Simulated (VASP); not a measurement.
Be:

```
Be
1.0
     2.23274    0.00000    0.00000
     0.00000    2.23274    0.00000
     0.00000    0.00000    2.06565
Be
1
Direct
  0.50000 0.50000 0.00000
```

The cell was built by a generator and needn't be a form met in nature.

| Item | Value |
| --- | --- |
| Program | VASP 6.6.1 |
| Task | relaxation of cell and atoms |
| Functional | PBE |
| Potentials or basis | VASP PAW PBE potentials, release 64 (Be) |
| Cutoff | 600 eV |
| k mesh | 12 × 12 × 13 |
| Occupations | fermi-dirac, width 0.05 eV |
| Spin | no spin polarisation |

At the start: pressure 0.2 GPa; volume 10.30 Å³/atom.

How do energy, volume and symmetry change on relaxing?

Over 8 steps the energy falls by 2.1 meV/atom and the volume is 10.38 Å³/atom (+0.8 %); space group P4/mmm (No. 123, to 0.05 Å).

Step by step:
```tsv
step	energy change (eV)	largest force (eV/Å)	pressure (GPa)	volume (Å³)
1	0.0000	0.0000	0.20	10.30
2	-0.0004	0.0000	0.11	10.32
3	-0.0020	0.0000	-0.10	10.37
4	0.0037	0.0000	0.29	10.48
5	-0.0021	0.0000	-0.08	10.39
6	-0.0021	0.0000	-0.07	10.39
7	-0.0021	0.0000	0.02	10.38
8	-0.0021	0.0000	-0.01	10.38
```

Final structure:
```xyz
1
Lattice="2.2586 0.0000 0.0000 0.0000 2.2586 0.0000 0.0000 0.0000 2.0354" Properties=species:S:1:pos:R:3 pbc="T T T"
Be    1.1293    1.1293    0.0000
```
